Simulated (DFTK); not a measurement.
Set up this calculation in DFTK 0.8.2, as the native input.

* Task: single point
* Functional: PBE
* Potentials or basis: in-house norm-conserving set (PBE, scalar relativistic)
* Cutoff: 1116 eV
* k mesh: 12 × 12 × 12
* Occupations: fermi-dirac, width 0.05 eV
* Spin: no spin polarisation
* Valence electrons: Pd 18
* SCF tolerance on the density: 1e-06

The system is Pd.

```
Pd
1.0
     0.00000    1.94650    1.94650
     1.94650    0.00000    1.94650
     1.94650    1.94650    0.00000
Pd
1
Cartesian
  0.0000 0.0000 0.0000
```

One way to write it, as run:

run.jl

```julia
using DFTK
using PseudoPotentialData
using Unitful, UnitfulAtomic
using LinearAlgebra, Printf
include("save.jl")
disable_threading()

# lattice vectors are the columns
lattice = austrip(1u"Å") * [           0.0         1.9465         1.9465;
                   1.9465            0.0         1.9465;
                   1.9465         1.9465            0.0]
symbols   = [:Pd]
positions = [[0.0, 0.0, 0.0]]
pseudopotentials = Dict(:Pd => "Pd.upf")
elements = Dict(s => ElementPsp(s, pseudopotentials; rcut=10.0) for s in unique(symbols))
atoms    = [elements[s] for s in symbols]

build_model(lattice, positions; symmetries=true) =
    model_DFT(lattice, atoms, positions;
              functionals=PBE(),
              temperature=austrip(0.05u"eV"),
              smearing=Smearing.FermiDirac(),
              symmetries)
Ecut  = 41.0  # hartree
kgrid = [12, 12, 12]
tol   = 1e-6
to_GPa = ustrip(uconvert(u"GPa", 1u"hartree/bohr^3"))

model = build_model(lattice, positions)
basis = PlaneWaveBasis(model; Ecut, kgrid)
display(basis)
scfres = self_consistent_field(basis;
                               tol,
                               nbandsalg=AdaptiveBands(model; n_bands_converge=14))
display(scfres.energies)
@printf "Fermi level: %.6f eV\n" ustrip(auconvert(u"eV", something(scfres.εF, NaN)))
forces = compute_forces_cart(scfres)
println("Forces (eV/Å)")
for (s, f) in zip(symbols, forces)
    @printf "%-3s %12.6f %12.6f %12.6f\n" s ustrip.(auconvert.(u"eV/Å", f))...
end
stress = compute_stresses_cart(scfres)
println("Stress (GPa)")
display(round.(stress * to_GPa; digits=4))
println("Levels at the first k-point (eV): ", round.(ustrip.(auconvert.(u"eV", scfres.eigenvalues[1][1:scfres.n_bands_converge])); digits=4))
save_scf!(scfres; forces, stress)
```

Potentials or basis: in-house norm-conserving set (PBE, scalar relativistic).

Launch:

```sh
$ julia --threads=1 run.jl  # save.jl only writes the numbers to a file and isn't shown; printed stress counts tension as positive; times include loading and compiling
```

It gave:

```json
{"Pressure": "6.9 GPa", "Band gap on the k mesh": "none (metal or under the smearing width)"}
```

It took 61 s on 1 thread of Intel(R) Xeon(R) 6975P-C (Granite Rapids) (shared host), peak memory 1.7 GiB.
